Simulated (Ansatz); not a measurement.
The system is Ge.

```xyz
2
Lattice="0.0000 2.8289 2.8289 2.8289 0.0000 2.8289 2.8289 2.8289 0.0000" Properties=species:S:1:pos:R:3 pbc="T T T"
Ge    4.2434    4.2434    4.2434
Ge    2.8289    2.8289    2.8289
```

- Program: Ansatz 0.2.0
- Task: relaxation of cell and atoms
- Functional: PBE
- Dispersion: D3(BJ)
- Potentials or basis: all-electron LAPW, scalar-relativistic
- Basis error allowed: 0.001 eV/atom
- k mesh: 8 × 8 × 8
- Occupations: fermi-dirac, width 0.05 eV
- Spin: no spin polarisation

At the start: volume 22.64 Å³/atom.

Q: Where does the relaxation end?

A: Over 4 steps the energy falls by 2.3 meV/atom and the volume is 23.15 Å³/atom (+2.3 %); space group Fd-3m (No. 227, to 0.05 Å).

Step by step:
| step | energy change (eV) | largest force (eV/Å) | volume (Å³) |
| --- | --- | --- | --- |
| 1 | 0.0000 | 0.0000 | 45.28 |
| 2 | -0.0044 | 0.0000 | 46.07 |
| 3 | -0.0046 | 0.0000 | 46.30 |
| 4 | -0.0046 | 0.0000 | 46.30 |

Final structure:
```yaml
crystal:
  lattice:
    - [0.00000, 2.85005, 2.85005]
    - [2.85005, 0.00000, 2.85005]
    - [2.85005, 2.85005, 0.00000]
  atoms:
    - { symbol: Ge, position: [0.75000, 0.75000, 0.75000] }
    - { symbol: Ge, position: [0.50000, 0.50000, 0.50000] }
```

The cell as given is a measured one (22.64 Å³/atom); PBE+D3(BJ) puts the equilibrium volume +2.3 % from it, thermal expansion not counted.
